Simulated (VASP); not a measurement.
CoO under changes of volume

One of the cells (9.776 Å³/atom); the others are scaled copies at fixed shape and fractional positions:

```
CELL_PARAMETERS angstrom
-1.51799 1.51799 2.12120
1.51799 -1.51799 2.12120
1.51799 1.51799 -2.12120
ATOMIC_POSITIONS crystal
Co 0.00000 0.00000 0.00000
O 0.50000 0.50000 0.00000
```

| Quantity | Value |
| --- | --- |
| Program | VASP 6.6.1 |
| Functional | PBE |
| Potentials or basis | VASP PAW PBE potentials, release 64 (Co, O) |
| Cutoff | 520 eV |
| k mesh | 12 × 12 × 12 |
| Occupations | fermi-dirac, width 0.05 eV |
| Spin | collinear spin, ferromagnetic start |
| Starting moments | [2.0, 0.0] μB |

| volume (Å³/atom) | energy over the lowest point (meV/atom) | pressure (GPa) | moment (μB per cell) |
| --- | --- | --- | --- |
| 9.009 | 15.35 | 9.7 | 2.59 |
| 9.201 | 5.78 | 6.2 | 2.72 |
| 9.392 | 0.00 | 2.8 | 2.82 |
| 9.776 | 0.65 | -3.8 | 2.93 |
| 9.967 | ? | ? | ? |
| 10.159 | 16.31 | -9.5 | 2.98 |

**Question.** What does the run at 9.967 Å³/atom give?

**Answer.** Energy over the lowest point 6.73 meV/atom; pressure -6.7 GPa; moment 2.96 μB per cell.

Worked out: A Birch-Murnaghan fit of order 3 (a polynomial in V^(-2/3)) to the other rows has its minimum at 9.57 Å³/atom with B0 = V·E''(V) = 163 GPa (rough, since the energies scatter) at fixed shape and positions, which overstates the stiffness. It gives 6.61 meV/atom at 9.967 Å³/atom, against the run's 6.73, and -dE/dV = -6.6 GPa, against -6.7. A parabola through the other rows of the moment, of slope 0.0954 μB per Å³/atom there, gives 2.97 μB, against the run's 2.96.

Energies are extrapolated to zero smearing.

Caveats: a cell with one magnetic atom can't hold antiferromagnetic order, which such compounds often take.
